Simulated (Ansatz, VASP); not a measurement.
# SrO: VASP beside Ansatz

The input INCAR:

```
SYSTEM = SrO
ALGO = Normal ; EDIFF = 1E-7
ENCUT = 520 ; ISIF = 2
ISMEAR = 0 ; LASPH = .True.
LCHARG = .False. ; LREAL = .False.
LWAVE = .False. ; NBANDS = 24
NELM = 60 ; PREC = Accurate
SIGMA = 0.05
```

KPOINTS

```
k-points
0
Gamma
  9 9 4
  0 0 0
```

The input POSCAR:

```
SrO
1.0
    3.3437721139      0.0000000000      0.0000000000
   -1.6718860569      2.8957915951      0.0000000000
    0.0000000000      0.0000000000      7.0208484572
Sr O
2 2
Direct
    0.3333333333      0.6666666667      0.2500000000
    0.6666666667      0.3333333333      0.7500000000
    0.0000000000      0.0000000000      0.0000000000
    0.0000000000      0.0000000000      0.5000000000
```

Input for Ansatz:

```yaml
crystal:
  lattice:
    - [3.3437721139, 0.0, 0.0]
    - [-1.6718860569, 2.8957915951, 0.0]
    - [0.0, 0.0, 7.0208484572]
  atoms:
    - { symbol: Sr, position: [0.3333333333, 0.6666666667, 0.25] }
    - { symbol: Sr, position: [0.6666666667, 0.3333333333, 0.75] }
    - { symbol: O, position: [0.0, 0.0, 0.0] }
    - { symbol: O, position: [0.0, 0.0, 0.5] }
basis:
  ecutwfc: 420
kpoints:
  mp_grid: { grid: [9, 9, 4] }
hamiltonian:
  xc: lda
scf:
  occupations: { method: gaussian, width: 0.05 }
output:
  forces: true
  stress: true
  eigenvalues: true
```

Alike in both runs: task single point; functional LDA; k mesh 9 × 9 × 4; occupations gaussian, width 0.05 eV; no spin polarisation.

```csv
,VASP,Ansatz
version,VASP 6.6.1,Ansatz 0.2.0
potentials or method,"VASP PAW LDA potentials, release 64 (Sr_sv, O)","scalar-relativistic, plane waves, PAW"
plane-wave cutoff (eV),520,420
valence electrons in the cell,32,32
```

VASP gave:

| Quantity | Value |
| --- | --- |
| gap on the k mesh at the Fermi level (eV) | 2.33 |
| least direct gap on the mesh (eV) | 2.37 |
| pressure (GPa) | -7.2 |
| largest component of the traceless stress (GPa) | 26.22 |

Task: Estimate Ansatz's values.

Result: gap on the k mesh at the Fermi level (eV): 2.34; least direct gap on the mesh (eV): 2.38; pressure (GPa): -7.8; largest component of the traceless stress (GPa): 26.27.

Caveats: an odd mesh through Γ misses points on the zone boundary, where band edges often lie. Expect the measured gap to be larger: semilocal functionals such as LDA lack the derivative discontinuity.
